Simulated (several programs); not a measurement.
# What each method gives for NaCl (h-MgO type)

NaCl (h-MgO type), relaxed with r2SCAN in Ansatz, was computed with several methods. Space group P6_3/mmc (No. 194), hexagonal; conventional cell a = 4.721 Å, c = 5.570 Å, 26.88 Å³ an atom. Na has 5 Cl at 2.73–2.78 Å; Cl has 5 Na at 2.73–2.78 Å. All values are calculated for a non-magnetic cell, which may be hypothetical.

```cif
data_structure
_symmetry_space_group_name_H-M 'P6_3/mmc'
_symmetry_Int_Tables_number 194
_cell_length_a 4.7211
_cell_length_b 4.7211
_cell_length_c 5.5698
_cell_angle_alpha 90.000
_cell_angle_beta 90.000
_cell_angle_gamma 120.000
_cell_volume 107.51
loop_
_atom_site_label
_atom_site_type_symbol
_atom_site_symmetry_multiplicity
_atom_site_Wyckoff_symbol
_atom_site_fract_x
_atom_site_fract_y
_atom_site_fract_z
_atom_site_occupancy
Na1 Na 2 c 0.33333 0.66667 0.25000 1
Cl1 Cl 2 d 0.66667 0.33333 0.25000 1
```

Gaps and times are for a single point on this cell; volume and bulk modulus come from each method's own relaxation or energy curve at fixed shape, which is too stiff where a cell has free coordinates or axes. Times are rough, from shared hosts (Arm Neoverse V1; Arm Neoverse V2), and each method has its own mesh and cell size. A double dagger marks a value from a curve with shape and coordinates held. PM6 (MOPAC), PM7 (MOPAC), GFN1-xTB (tblite), GFN2-xTB (tblite) treat a cluster of cells at its zone centre, which samples few k points: where these miss a band edge, the gap comes out too large for that reason alone. Gaps from k meshes are read at a limited set of points (mesh, symmetry points, PBE's band edges), so each method's own least gap may be somewhat smaller. Force fields have no electrons; where one was fitted to this phase, its volume and modulus reflect the fit. xTB and the PM methods were fitted mostly to molecules, and can miss a solid's gap by electronvolts. Minimal bases can be far off for gaps. Times of the plane-wave ladder aren't listed, since it ran on unlike processors and cards. GLLB-SC's gap includes the derivative discontinuity. G0W0 is at finite bands, cutoff and mesh. d marks a direct gap, i an indirect one (no mark: not told apart), a dash a value that wasn't computed or didn't pass its checks.

```json
{"method": "PBEsol", "kind": "semilocal", "gap (eV)": "–", "own volume (Å³/atom)": "26.84", "bulk modulus (GPa)": "–", "atoms computed": "4", "processor time": "–"}
{"method": "ffield.eim (LAMMPS)", "kind": "force field", "gap (eV)": "–", "own volume (Å³/atom)": "–", "bulk modulus (GPa)": "–", "atoms computed": "4", "processor time": "0.12 s"}
{"method": "light PBE (260 eV and a coarse mesh)", "kind": "light plane-wave", "gap (eV)": "4.83 d", "own volume (Å³/atom)": "–", "bulk modulus (GPa)": "–", "atoms computed": "4", "processor time": "0.95 s"}
{"method": "GFN1-xTB (tblite)", "kind": "tight binding", "gap (eV)": "3.94", "own volume (Å³/atom)": "24.51‡", "bulk modulus (GPa)": "15‡", "atoms computed": "cluster", "processor time": "1.8 s"}
{"method": "PM7 (MOPAC)", "kind": "semi-empirical", "gap (eV)": "14.36", "own volume (Å³/atom)": "–", "bulk modulus (GPa)": "–", "atoms computed": "cluster", "processor time": "1.9 s"}
{"method": "PM6 (MOPAC)", "kind": "semi-empirical", "gap (eV)": "10.95", "own volume (Å³/atom)": "–", "bulk modulus (GPa)": "–", "atoms computed": "cluster", "processor time": "2.2 s"}
{"method": "GFN2-xTB (tblite)", "kind": "tight binding", "gap (eV)": "3.11", "own volume (Å³/atom)": "28.06‡", "bulk modulus (GPa)": "11‡", "atoms computed": "cluster", "processor time": "2.7 s"}
{"method": "PBE", "kind": "semilocal", "gap (eV)": "4.84 d", "own volume (Å³/atom)": "27.96", "bulk modulus (GPa)": "19‡", "atoms computed": "4", "processor time": "–"}
{"method": "PBE/SZV (CP2K)", "kind": "small basis", "gap (eV)": "3.86 d", "own volume (Å³/atom)": "–", "bulk modulus (GPa)": "–", "atoms computed": "4", "processor time": "9.7 s"}
{"method": "LDA", "kind": "semilocal", "gap (eV)": "4.44 d", "own volume (Å³/atom)": "24.98", "bulk modulus (GPa)": "–", "atoms computed": "4", "processor time": "–"}
{"method": "r2SCAN", "kind": "semilocal", "gap (eV)": "5.46 d", "own volume (Å³/atom)": "26.88", "bulk modulus (GPa)": "21‡", "atoms computed": "4", "processor time": "–"}
{"method": "PBE/DZVP (CP2K)", "kind": "small basis", "gap (eV)": "4.79 d", "own volume (Å³/atom)": "–", "bulk modulus (GPa)": "–", "atoms computed": "4", "processor time": "13 s"}
{"method": "GLLB-SC (GPAW)", "kind": "model potential", "gap (eV)": "9.36", "own volume (Å³/atom)": "–", "bulk modulus (GPa)": "–", "atoms computed": "4", "processor time": "100 s"}
{"method": "PBE/single zeta (GPAW)", "kind": "small basis", "gap (eV)": "4.66 d", "own volume (Å³/atom)": "–", "bulk modulus (GPa)": "–", "atoms computed": "4", "processor time": "2.2 min"}
{"method": "DDH-PBE0", "kind": "hybrid", "gap (eV)": "8.56 d", "own volume (Å³/atom)": "–", "bulk modulus (GPa)": "–", "atoms computed": "4", "processor time": "–"}
{"method": "HSE06", "kind": "hybrid", "gap (eV)": "6.13 d", "own volume (Å³/atom)": "27.44", "bulk modulus (GPa)": "–", "atoms computed": "4", "processor time": "–"}
{"method": "PBE0", "kind": "hybrid", "gap (eV)": "6.87 d", "own volume (Å³/atom)": "–", "bulk modulus (GPa)": "–", "atoms computed": "4", "processor time": "–"}
{"method": "G0W0@r2SCAN (140 eV screening cutoff)", "kind": "many-body", "gap (eV)": "8.05", "own volume (Å³/atom)": "–", "bulk modulus (GPa)": "–", "atoms computed": "4", "processor time": "–"}
{"method": "G0W0@HSE06 (140 eV screening cutoff)", "kind": "many-body", "gap (eV)": "8.29", "own volume (Å³/atom)": "–", "bulk modulus (GPa)": "–", "atoms computed": "4", "processor time": "–"}
```

Against HSE06 (6.13 eV) and with closed or daggered gaps left aside, the nearest gap at the points sampled is that of r2SCAN (-0.67 eV) and the farthest that of PM7 (MOPAC) (+8.23 eV). HSE06 is only a yardstick of convenience: for gaps this wide it usually falls short of measured ones, so a larger value can be the better one.

Volumes against r2SCAN's: PBEsol -0.1 %, PBE +4.0 %, LDA -7.1 %, HSE06 +2.1 %.

Relaxed on its own, the cell leaves this structure with ffield.eim (LAMMPS), so no volume is listed.
